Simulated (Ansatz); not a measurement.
# In2Se2 sheet: levels of theory

Aim: for In2Se2 sheet, compare levels of theory; the runs are relaxing the atoms and single point.

Computed with Ansatz 0.2.0 (DFT PBE+D3(BJ), scalar-relativistic, plane waves, PAW, and further levels as typed in the inputs, unless a step's input says otherwise).

## (1) Starting point

It takes space group Amm2 (No. 38, orthorhombic). Conventional cell: a = 23.380 Å, b = 4.000 Å, c = 6.997 Å, α = 90.00°, β = 90.00°, γ = 90.00°. Se (site symmetry m) is surrounded by 3 In at 2.65 to 2.67 Å. In (site symmetry m) is surrounded by 3 Se at 2.65 to 2.67 Å and 1 In at 2.79 Å.

As a file:

```xyz
4
Lattice="4.0000 0.0000 0.0000 -2.0000 3.4987 0.0000 0.0000 0.0000 23.3800" Properties=species:S:1:pos:R:3 pbc="T T T"
Se    0.0000    2.3325    9.0000
In    0.0000    0.0000   10.2950
In    0.0000    0.0000   13.0850
Se    0.0000    2.3325   14.3800
```

## (2) Relaxing the atoms: In2Se2 sheet, no spin

Contents of input.yaml:

```yaml
crystal:
  lattice:
    - [4.0, 0.0, 0.0]
    - [-2.0, 3.4987426313, 0.0]
    - [0.0, 0.0, 23.38]
  atoms:
    - { symbol: Se, position: [0.3333333333, 0.6666666667, 0.3849443969] }
    - { symbol: In, position: [0.0, 0.0, 0.4403336185] }
    - { symbol: In, position: [0.0, 0.0, 0.5596663815] }
    - { symbol: Se, position: [0.3333333333, 0.6666666667, 0.6150556031] }
  periodic: [true, true, false]
scf:
  occupations: { method: gaussian, width: 0.02 }
  n_extra_bands: 6
output:
  forces: true
  stress: false
  write_density: true
  write_potential: true
  elf: true
  volumetric_format: npy
kpoints:
  mp_grid: { grid: [10, 10, 1] }
hamiltonian:
  xc: pbe
  dispersion: d3bj
relax:
  f_tol: 0.004
  max_steps: 100
```

Run with:

```console
ansatz run input.yaml --threads 4 --pin off --max-ram 12288MiB --backend cpu --events-out ev --progress --plain --runs-dir out
```

What it wrote, cut to the lines that bear on the results:

```text
Warning: crystal.periodic: the lattice vector that does not repeat stood 0.000° off the slab's normal, 23.380 Å along it as the deck builds it. The run solves the slab on a vector along the normal, 34.560 Å long, with every atom where it was (on the deck's vector they left 18.00 Å outside [...]
Warning: RAYON_NUM_THREADS=4 ignored (pool sized by the plan → 4); use --threads N
[...]
scf.n_extra_bands = 6 over 29 filled bands (N_el = 58.0): the run solves 35 bands
[...]
Pseudopotentials: kind: paw
Pseudopotential: Se, paw, valence charge 16, recommended cutoff 420 eV (normal), Se.paw.azcp
Pseudopotential: In, paw, valence charge 13, recommended cutoff 420 eV (normal), In.paw.azcp
Functional definition: PBE
[...]
Crystal: 4 atoms, lattice volume = 483.666 Å³
Basis set: ecut = 420 eV, 9523 PW (Γ), exchange–correlation on 54×54×480 points (8 copies of the dense FFT grid, shifted against one another)
Bands: 35, of which v1, the nominal top of the filled ones, is band 29 counted from 1 (28 counted from 0)
Symmetry: 4 space group operations
Space group: Amm2 (ITA 38), of the structure as read, at distance tolerance 7.8e-5 Å
k-points: 31 of 100 (time reversal used)
[...]
SCF iter   1: F=—  HF=-22136.811765 eV  |F-HF|=—  |Δ(HF+E_count)|=         —  Δρ=1.10e-3  dr2=1.31e-2  ethr=1.77e-3  ⟨swp⟩=14.3  Hψ=6753  notcnv=0
[...]
relax step   1: F+E_penalty+E_count = -22136.81062125 eV  Δ(F+E_penalty+E_count) = +0.000e0 eV  max|allowed force component| = 4.276e-2 eV/Å  Δτ_max = 0.0000 Å  (6 SCF iters, dr2 threshold 4.00e-7 eV, accepted)
[...]
relax step   4: F+E_penalty+E_count = -22136.81057558 eV  Δ(F+E_penalty+E_count) = +4.573e-5 eV  max|allowed force component| = 4.015e-2 eV/Å  Δτ_max = 0.0183 Å  (6 SCF iters, dr2 threshold 1.14e-7 eV, rejected (line search))
[...]
relax step   5: F+E_penalty+E_count = -22136.81114739 eV  Δ(F+E_penalty+E_count) = -5.261e-4 eV  max|allowed force component| = 2.619e-3 eV/Å  Δτ_max = 0.0076 Å  (6 SCF iters, accepted)
NSCF: frozen V_eff on 31 k-points
[...]
SCF converged after 6 iterations
Free energy (F): -22136.811147 eV
[...]
E sigma→0 (E₀):  -22136.811147 eV
Fermi energy:    -5.170860 eV
[...]
--- Forces (eV/Å), atoms counted from 1 ---
  atom   1  Se     0.00000000    -0.00261832     0.00053994
  atom   2  In     0.00000000     0.00261922     0.00168789
  atom   3  In     0.00000000     0.00261922    -0.00168789
  atom   4  Se     0.00000000    -0.00261832    -0.00053994
[...]
--- Band table (eV; the first three rows and the last of 31) ---
[...]
  ° read free of the cell's end (the report's vacuum.weakly_bound_levels)
--- Relaxed structure (5 steps of the walk, 3 accepted, 0 SCFs on fresh bases) ---
  F+E_penalty+E_count = -22136.81114739 eV   max|allowed force component| = 2.619e-3 eV/Å
  cell:  # Å, volume = 483.6662 Å³
    - [4.0, 0.0, 0.0]
    - [-2.0, 3.4987426313, 0.0]
    - [0.0, -0.0, 34.560000001912]
  atoms:
    - { symbol: Se, position: [0.33275607907873367, 0.6655121581574673, 0.26023120224897595] }
    - { symbol: In, position: [0.0005772542712663212, 0.0011545085425326146, 0.29782198641513963] }
    - { symbol: In, position: [0.0005772542712663212, 0.0011545085425326146, 0.37868264317706307] }
    - { symbol: Se, position: [0.33275607907873367, 0.6655121581574673, 0.41627342734322664] }
```

It took 93 s on 4 threads of Arm Neoverse N1, shared host; peak memory 1 GiB.

Step by step:

```
step  E - E(step 1) (eV/cell)  largest force component (eV/Å)
   1                   0.0000                          0.0428
   2                   0.0000                          0.0401
   3                   0.0000                          0.0428
   4                   0.0000                          0.0402
   5                  -0.0005                          0.0026
```

Step 1 is the start. Steps 2, 4 were tried and not accepted.

The maps below are laid out on this run's own conventional cell (a, b, c = 34.560, 4.000, 6.997 Å).

Density in a lattice plane of the grid's cell (edges 34.56 and 7.00 Å, at 0.000 of the third edge), which holds Se and In.

Values in e/Å³, 6 rows by 12 columns:
```
 0.00  0.00  0.00  0.04  0.09  0.07  0.00  0.00  0.00  0.00  0.00  0.00
 0.00  0.00  0.00  0.02  0.01  0.02  0.00  0.00  0.00  0.00  0.00  0.00
 0.00  0.00  0.00  0.24  0.02  0.30  0.00  0.00  0.00  0.00  0.00  0.00
 0.00  0.00  0.00 15.12  0.02 41.24  0.00  0.00  0.00  0.00  0.00  0.00
 0.00  0.00  0.00  0.29  0.09  0.39  0.00  0.00  0.00  0.00  0.00  0.00
 0.00  0.00  0.00  0.05  0.38  0.14  0.00  0.00  0.00  0.00  0.00  0.00
```
Columns run along the first of these edges and rows up along the second, over one cell in 12 and 6 even steps from the bottom left corner. Atoms in the plane (fractional): Se at (0.26, 0.33), In at (0.30, 0.00), In at (0.38, 0.00), Se at (0.42, 0.33).

ELF in the same plane.

Ten even steps from ' ' (0.00) to '@' (0.82):
```
              ::++::..                          
                                                
          ::%%==  ::%%++                        
          %%++%%  **..@@                        
          ::@@::==::@@++                        
            ..  ++  ::                          
```
Columns run along the first of these edges and rows up along the second, over one cell in 24 and 6 even steps from the bottom left corner. Atoms in the plane (fractional): Se at (0.26, 0.33), In at (0.30, 0.00), In at (0.38, 0.00), Se at (0.42, 0.33).

Both are smooth fields of the valence electrons: close to the nuclei they are not physical.

Maxima of ELF outside the ion cores: 0.88 beside Se, off the lines to its neighbours, 0.9 Å from Se; 0.80 in the shell around Se, 0.8 Å from Se; 0.58 between the atoms, 1.5 Å from In.

## (3) Single point: LDA

It takes the final geometry of step 2.

Contents of input.yaml:

```yaml
crystal:
  lattice:
    - [4.0, 0.0, 0.0]
    - [-2.0, 3.4987426313, 0.0]
    - [0.0, 0.0, 34.5600000019]
  atoms:
    - { symbol: Se, position: [0.3327560791, 0.6655121582, 0.2602312022] }
    - { symbol: In, position: [0.0005772543, 0.0011545085, 0.2978219864] }
    - { symbol: In, position: [0.0005772543, 0.0011545085, 0.3786826432] }
    - { symbol: Se, position: [0.3327560791, 0.6655121582, 0.4162734273] }
  periodic: [true, true, false]
scf:
  occupations: { method: gaussian, width: 0.01 }
  n_extra_bands: 6
output:
  eigenvalues: true
  eigenstates: { kpoints: [[0.0, 0.0, 0.0]], top_band: c3, e_range: [-3, 4] }
kpoints:
  mp_grid: { grid: [10, 10, 1] }
hamiltonian:
  xc: lda
```

Run with:

```console
ansatz run input.yaml --threads 4 --pin off --max-ram 12288MiB --backend cpu --events-out ev --progress --plain --runs-dir out
```

What it wrote, cut to the lines that bear on the results:

```text
Warning: RAYON_NUM_THREADS=4 ignored (pool sized by the plan → 4); use --threads N
scf.n_extra_bands = 6 over 29 filled bands (N_el = 58.0): the run solves 35 bands
[...]
[... 3 set-up lines as earlier in the session ...]
Functional definition: SPW92
[...]
Crystal: 4 atoms, lattice volume = 483.666 Å³
Basis set: ecut = 420 eV, 9523 PW (Γ)
Bands: 35, of which v1, the nominal top of the filled ones, is band 29 counted from 1 (28 counted from 0)
[... 2 set-up lines as earlier in the session ...]
k-points: 31 of 100 (time reversal used)
[...]
SCF iter   1: F=—  HF=-21682.573775 eV  |F-HF|=—  |Δ(HF+E_count)|=         —  Δρ=3.50e-3  dr2=8.15e-2  ethr=1.77e-3  ⟨swp⟩=14.4  Hψ=6807  notcnv=0
[...]
SCF iter   7: F=-21682.555477 eV  HF=-21682.555477 eV  |F-HF|=2.42e-8  |Δ(HF+E_count)|=   1.04e-7  Δρ=2.84e-6  dr2=3.30e-8  ethr=1.72e-10  ⟨swp⟩=13.5  Hψ=4274  notcnv=0
[...]
NSCF: frozen V_eff on 1 k-points
SCF converged after 7 iterations
Free energy (F): -21682.555477 eV
[...]
E sigma→0 (E₀):  -21682.555477 eV
Fermi energy:    -5.472387 eV
[...]
--- Band table (eV; the first three rows and the last of 31) ---
[...]
  ° read free of the cell's end (the report's vacuum.weakly_bound_levels)
```

It took 24 s on 4 threads of Arm Neoverse N1, shared host; peak memory 0.9 GiB.

## (4) Single point: PBE

It takes the final geometry of step 2.

input.yaml, as its differences from that of step 3:

```diff
@@ -20,2 +20,2 @@
 hamiltonian:
-  xc: lda
+  xc: pbe
```

Run with:

```console
ansatz run input.yaml --threads 4 --pin off --max-ram 12288MiB --backend cpu --events-out ev --progress --plain --runs-dir out
```

What it wrote, cut to the lines that bear on the results:

```text
Warning: RAYON_NUM_THREADS=4 ignored (pool sized by the plan → 4); use --threads N
scf.n_extra_bands = 6 over 29 filled bands (N_el = 58.0): the run solves 35 bands
[...]
[... 4 set-up lines as earlier in the session ...]
[...]
Crystal: 4 atoms, lattice volume = 483.666 Å³
Basis set: ecut = 420 eV, 9523 PW (Γ)
Bands: 35, of which v1, the nominal top of the filled ones, is band 29 counted from 1 (28 counted from 0)
[... 2 set-up lines as earlier in the session ...]
k-points: 31 of 100 (time reversal used)
[...]
SCF iter   1: F=—  HF=-22135.923746 eV  |F-HF|=—  |Δ(HF+E_count)|=         —  Δρ=1.10e-3  dr2=1.31e-2  ethr=1.77e-3  ⟨swp⟩=14.4  Hψ=6767  notcnv=0
[...]
SCF iter   7: F=-22135.922637 eV  HF=-22135.922637 eV  |F-HF|=1.64e-8  |Δ(HF+E_count)|=   4.20e-7  Δρ=1.35e-6  dr2=9.87e-9  ethr=1.72e-10  ⟨swp⟩=12.6  Hψ=3945  notcnv=0
[...]
NSCF: frozen V_eff on 1 k-points
SCF converged after 7 iterations
Free energy (F): -22135.922637 eV
[...]
E sigma→0 (E₀):  -22135.922637 eV
Fermi energy:    -5.170785 eV
[...]
--- Band table (eV; the first three rows and the last of 31) ---
[...]
  ° read free of the cell's end (the report's vacuum.weakly_bound_levels)
```

It took 25 s on 4 threads of Arm Neoverse N1, shared host; peak memory 0.92 GiB.

(Part 1 of 2 ends here.)
